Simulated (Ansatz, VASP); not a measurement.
## One calculation of ZnS, two programs

Contents of POSCAR:

```
ZnS
1.0
    0.0000000000      2.6945131942      2.6945131942
    2.6945131942      0.0000000000      2.6945131942
    2.6945131942      2.6945131942      0.0000000000
Zn S
1 1
Direct
    0.0000000000      0.0000000000      0.0000000000
    0.7500000000      0.7500000000      0.7500000000
```

INCAR.step1

```
SYSTEM = ZnS
PREC = Accurate
ENCUT = 520
ISMEAR = 0
SIGMA = 0.05
LREAL = .False.
LASPH = .True.
NELM = 100
NBANDS = 16
GGA = PE
ALGO = Normal
EDIFF = 1E-4
LWAVE = .True.
LCHARG = .False.
```

File INCAR.step2:

```
SYSTEM = ZnS
PREC = Accurate
ENCUT = 520
EDIFF = 1E-7
ISMEAR = 0
SIGMA = 0.05
LREAL = .False.
LASPH = .True.
NELM = 100
ALGO = Normal
ISIF = 2
LWAVE = .False.
LCHARG = .False.
METAGGA = R2SCAN
LMIXTAU = .True.
NBANDS = 16
ISTART = 1
```

KPOINTS

```
Automatic mesh
0
Gamma
  8 8 8
  0 0 0
```

Input for Ansatz:

```yaml
crystal:
  lattice:
    - [0.0, 2.6945131942, 2.6945131942]
    - [2.6945131942, 0.0, 2.6945131942]
    - [2.6945131942, 2.6945131942, 0.0]
  atoms:
    - { symbol: Zn, position: [0.0, 0.0, 0.0] }
    - { symbol: S, position: [0.75, 0.75, 0.75] }
basis:
  ecutwfc: 500
kpoints:
  mp_grid: { grid: [8, 8, 8] }
hamiltonian:
  xc: r2scan
scf:
  occupations: { method: gaussian, width: 0.05 }
output:
  forces: true
  stress: true
  eigenvalues: true
```

Alike in both runs: task single point; functional r2SCAN; k mesh 8 × 8 × 8; occupations gaussian, width 0.05 eV; no spin polarisation.

|  | VASP | Ansatz |
| --- | --- | --- |
| version | VASP 6.6.1 | Ansatz 0.2.0 |
| potentials or method | VASP PAW PBE potentials, release 64 (Zn, S) | scalar-relativistic, plane waves, PAW |
| plane-wave cutoff (eV) | 520 | 500 |
| valence electrons in the cell | 18 | 18 |

|  | VASP | Ansatz | Ansatz less VASP |
| --- | --- | --- | --- |
| gap on the k mesh at the Fermi level (eV) | 2.71 | 2.70 | -0.010 |
| least direct gap on the mesh (eV) | 2.71 | 2.70 | -0.010 |
| pressure (GPa) | 0.0 | 0.0 | -0.03 |

Caveats: the PAW data sets were made with another functional, which shifts forces and pressure a little (VASP). r2SCAN opens gaps a little over a GGA but as a rule still falls short of measured ones.
